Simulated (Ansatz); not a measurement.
# BN: do energies and stresses tell the same story?

All numbers below come from Ansatz, DFT PBE, scalar-relativistic, plane waves, PAW.

Settings: cutoff 420 eV, Γ-centred mesh 12×12×6 on the computed 4-atom cell, Gaussian smearing of 0.02 eV; no spin polarisation.

Relaxed cell: P6_3mc, a = 2.555 Å, b = 2.555 Å, c = 4.225 Å, α = 90.00°, β = 90.00°, γ = 120.00°, 4 atoms in the primitive cell. This wurtzite form isn't the usual stable structure of the compound.

Energies at zero smearing and pressures from the stress tensor, at volumes with shape and atoms relaxed:
```json
{"V (Å³/atom)": "5.253", "E − E(first) (meV/atom)": "0.00", "P (GPa)": "59.96"}
{"V (Å³/atom)": "5.432", "E − E(first) (meV/atom)": "-56.54", "P (GPa)": "41.62"}
{"V (Å³/atom)": "5.611", "E − E(first) (meV/atom)": "-93.96", "P (GPa)": "25.72"}
{"V (Å³/atom)": "5.790", "E − E(first) (meV/atom)": "-114.84", "P (GPa)": "11.95"}
{"V (Å³/atom)": "5.969", "E − E(first) (meV/atom)": "-121.36", "P (GPa)": "-0.01"}
{"V (Å³/atom)": "6.148", "E − E(first) (meV/atom)": "-115.40", "P (GPa)": "-10.40"}
{"V (Å³/atom)": "6.327", "E − E(first) (meV/atom)": "-98.62", "P (GPa)": "-19.42"}
{"V (Å³/atom)": "6.566", "E − E(first) (meV/atom)": "-61.87", "P (GPa)": "-29.63"}
```

**Question.** Check P = −dE/dV between neighbouring volumes, and get the bulk modulus from the pressures alone.

**Answer.** With 1 eV/Å³ = 160.2 GPa:
| middle V (Å³/atom) | −ΔE/ΔV (GPa) | mean P (GPa) |
| --- | --- | --- |
| 5.342 | 50.593 | 50.788 |
| 5.521 | 33.478 | 33.670 |
| 5.700 | 18.682 | 18.837 |
| 5.879 | 5.834 | 5.968 |
| 6.058 | -5.332 | -5.205 |
| 6.237 | -15.013 | -14.909 |
| 6.446 | -24.665 | -24.528 |

The two differ by 0.20 GPa at most. The mean of two end pressures misses the average over a step by about ΔV² P″/12, up to 0.22 GPa here; with that taken off 0.03 GPa remains, from the finite cutoff, the mesh or the relaxation's tolerance. Around V = 5.969 Å³/atom, the two neighbours give B = −V ΔP/ΔV = 5.969 × 22.35 / 0.358 = 372.4 GPa, against B0 = 370.9 GPa from the Birch–Murnaghan fit of the energies.